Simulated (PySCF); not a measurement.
One of the candidates below gave these computed data.

All candidates are C5H11N.

| technique | computed result |
| --- | --- |
| 13C NMR | chemical shifts (computed TMS as zero) by class: 61.0 (2 C), 43.4 (1 C), 28.0 (2 C) ppm [GIAO B3LYP/pcSseg-2] |
| XPS | C1s 290.4 (×2), C1s 291.0 (×2), C1s 291.2, N1s 404.4 eV [ΔSCF SCAN, pcX-2 on the ionised atom, pcseg-1 elsewhere, spin-free X2C] |
| NMR, other nuclei | isotropic shieldings of nuclei other than C and H, by class: 194 (1 N) ppm [GIAO B3LYP/pcSseg-2] |
| Couplings | largest of the computed one-bond spin–spin couplings (means over like bonds): 13C–1H +139.3 (×4), 13C–1H +137.5 (×3), 13C–1H +136.7 (×4), 13C–13C +37.6 (×2), 13C–13C +34.3, 15N–13C -5.5, 15N–13C -5.0 (×2) Hz [B3LYP/pcJ-1, spin–dipole term left out for some pairs] |
| Rotational structure | rotational constants A, B, C: 6.683, 3.170, 2.359 GHz [PBE0-D3(BJ)/def2-SVP] |
| Triplet | lowest triplet excitation (Tamm–Dancoff): 5.78 eV [TDA CAM-B3LYP/def2-SVPD] |
| Dipole | 0.50 D [CAM-B3LYP/def2-SVPD] |
| Valence photoelectron | vertical ionisation energy: 8.21 eV [ΔSCF CAM-B3LYP/def2-SVPD] |

The electronic properties come from PySCF, for the isolated species, density fitting. Levels stand in brackets. Geometry: PBE0-D3(BJ)/def2-SVP, one conformer, isolated molecule. NMR classes are plain means over equivalent atoms (diastereotopic ones count apart unless rotation or inversion swaps them), as if these changed places fast.

Problem. Which candidate is it?
A. `NC1CCCC1`
B. `C1CCNCC1`
C. `CN1CCCC1`

Solution. C. It is `CN1CCCC1`. Numbering: `[CH3:1][N:2]1[CH2:3][CH2:4][CH2:5][CH2:6]1`. Its formula, C5H11N, gives 1 degree of unsaturation: 1 ring and 0 π bonds in the structure found. 5 carbons fall into 3 classes; from least to most shielded: ring sp3 carbon bound to nitrogen [C3/C6] (61.0 ppm, 2 C), N-methyl carbon [C1] (43.4 ppm), ring CH2 carbon [C4/C5] (28.0 ppm, 2 C). The other shieldings belong to: 194 ppm, tertiary amine nitrogen [N2]. The couplings run between: +139.3 Hz, sp3 carbon bound to nitrogen [C3] and its hydrogen (with 3 like pairs); +137.5 Hz, N-methyl carbon [C1] and its hydrogen (with 2 like pairs); +136.7 Hz, ring CH2 carbon [C4] and its hydrogen (with 3 like pairs); +37.6 Hz, sp3 carbon bound to nitrogen [C3] and ring CH2 carbon [C4] (with 1 like pair); +34.3 Hz, ring CH2 carbon [C4] and ring CH2 carbon [C5]; -5.5 Hz, tertiary amine nitrogen [N2] and N-methyl carbon [C1]; -5.0 Hz, tertiary amine nitrogen [N2] and sp3 carbon bound to nitrogen [C3] (with 1 like pair). The core levels belong to: C1s 290.4 eV, ring CH2 carbon [C4/C5]; C1s 291.0 eV, sp3 carbon bound to nitrogen [C3/C6]; C1s 291.2 eV, N-methyl carbon [C1]; N1s 404.4 eV, tertiary amine nitrogen [N2]. The first electron is taken from the HOMO, whose largest Löwdin shares are 0.56 on the tertiary amine nitrogen, 0.08 on each of 2 atoms of one kind (sp3 carbon bound to nitrogen) and 0.08 on the N-methyl carbon. The optimised geometry has point group Cs and is an asymmetric top.

The others, at the same levels:
- `C1CCNCC1` fails: its computed core binding energies are C1s 290.3 (×2), C1s 290.4, C1s 291.1 (×2), N1s 404.5 eV, rotational constant A is 4.524 GHz (against 6.683 GHz) and smallest rotational constant is 2.551 GHz (against 2.359 GHz).
- `NC1CCCC1` fails: its computed core binding energies are C1s 290.2 (×2), C1s 290.3 (×2), C1s 291.1, N1s 404.8 eV, vertical ionisation energy is 9.15 eV (against 8.21 eV) and lowest triplet excitation (Tamm–Dancoff) is 6.07 eV (against 5.78 eV).
